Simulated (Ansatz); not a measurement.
**Li, one cell by several methods**

```xyz
3
Lattice="1.5557 0.8982 7.6135 -1.5557 0.8982 7.6135 0.0000 -1.7963 7.6135" Properties=species:S:1:pos:R:3 pbc="T T T"
Li    0.0000    0.0000    0.0000
Li    0.0000    0.0000    5.0706
Li    0.0000    0.0000   17.7699
```

Atoms are numbered in the order listed.

Structure: COD 9017802, as refined from experiment and not relaxed. The listed cell was then made from it by scaling, straining or moving an atom.

Levels of theory: DFT, PBE, PAW with Ansatz's default frozen-core files, scalar-relativistic (Ansatz 0.2.0); DFT, PBE, all-electron LAPW, scalar-relativistic (Ansatz 0.2.0).

For PAW: a Γ-centred 12×12×12 k mesh, Fermi–Dirac smearing of 0.05 eV, cutoff 420 eV, no spin polarisation. LAPW targets a basis error of 1 meV/atom. The Ansatz runs share mesh, smearing and spin set-up. Plane-wave (PAW) pressures include the program's estimate of the Pulay term.

Stress and pressure are positive in compression.

The change that made this cell: volume scaled by 1.01.

PAW results:

```tsv
quantity	PAW
pressure (GPa)	-0.65
stress xx (GPa)	-0.55
stress zz (GPa)	-0.84
```

Problem. What does full-potential LAPW give for the same quantities?

Solution. 
```csv
quantity,LAPW
pressure (GPa),-0.64
stress xx (GPa),-0.55
stress zz (GPa),-0.84
```
